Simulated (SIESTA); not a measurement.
Ge, 4 atoms in the cell. It takes space group P6_3/mmc (No. 194, hexagonal). Conventional cell: a = 3.998 Å, b = 3.998 Å, c = 6.599 Å, α = 90.00°, β = 90.00°, γ = 120.00°. Ge (site symmetry 3m) is surrounded by 4 Ge at 2.45 to 2.47 Å. This isn't the form of Ge at room conditions, which is diamond.

```yaml
Program: SIESTA 5.4.2
Task: band structure
Functional: PBEsol
Potentials_or_basis: PseudoDojo 0.4 standard (PBEsol files)
Basis: DZP (energy shift 0.003 Ry; two zetas on semicore shells)
Grid_cutoff: 800 Ry
Energy_shift: 0.003 Ry
k_mesh: 8 × 8 × 4
Occupations: fermi-dirac, width 0.05 eV
Spin: no spin polarisation
```

Potentials or basis: PseudoDojo 0.4 standard (PBEsol files), DZP (energy shift 0.003 Ry; two zetas on semicore shells).

Launch:

```bash
$ siesta < Ge.fdf > Ge.out 2>&1
```

Hardware: 1 thread of Arm Neoverse V1 (shared host).

Question: Estimate the wall time of this run.

Answer: It took 110 s on 1 thread of Arm Neoverse V1, on a shared host, peak memory 0.5 GiB. Counts: scf iterations 8, k points 150, bands 92.
